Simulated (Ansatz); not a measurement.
Runs of Ansatz 0.2.0 on Ge. The structure is tetragonal, space group I4_1/amd (No. 141). The conventional cell has a = 5.149 Å, b = 5.149 Å, c = 2.795 Å, α = 90.00°, β = 90.00°, γ = 90.00°. Around Ge (site symmetry -4m2) lie 6 Ge at 2.67 to 2.79 Å. This isn't the form of Ge at room conditions, which is diamond.

```tsv
task	level	cell	k mesh	cutoff (eV)	smearing	basis error allowed	mesh quality	gap on the mesh (eV)	pressure (GPa)	relaxed volume (Å³/atom)
band structure	LDA	the cell as VASP's run set it	11 × 11 × 11	255	gaussian 0.05 eV	0.001 eV/atom	not flagged	-	-2.4	-
relaxation of cell and atoms	LDA	relaxed	11 × 11 × 11	-	fermi-dirac 0.05 eV	0.001 eV/atom	not flagged	-	0.0	17.95
single point	PBE	as given	4 × 4 × 4	222	fermi-dirac 0.06 eV	0.003 eV/atom	coarse	none	3.0	-
elastic constants	LDA	as given	8 × 8 × 8	276	fermi-dirac 0.05 eV	0.001 eV/atom	coarse	none	(a)	-
relaxation of cell and atoms	BLYP+D3(BJ)	relaxed	11 × 11 × 11	-	fermi-dirac 0.05 eV	0.001 eV/atom	not flagged	-	0.0	(b)
single point	PBE	as given	11 × 11 × 11	254	gaussian 0.019 eV	0.001 eV/atom	not flagged	none	3.3	-
```

Alike in all rows: potentials or basis all-electron LAPW, scalar-relativistic; no spin polarisation.

Problem. Fill in the values left out.

Solution. (a) -2.6; (b) 19.20.

Caveats: some runs use coarse meshes; the k mesh is thin for a metal, which can move the energy by tens of meV per atom (some runs); a metal's response needs a denser mesh (some runs); elastic constants of metals need much finer meshes, so these are rough (some runs).

A k mesh can miss the band edges, and the runs leave out spin-orbit coupling on Ge.

A gap of «none» marks a metal or a gap under the smearing width.
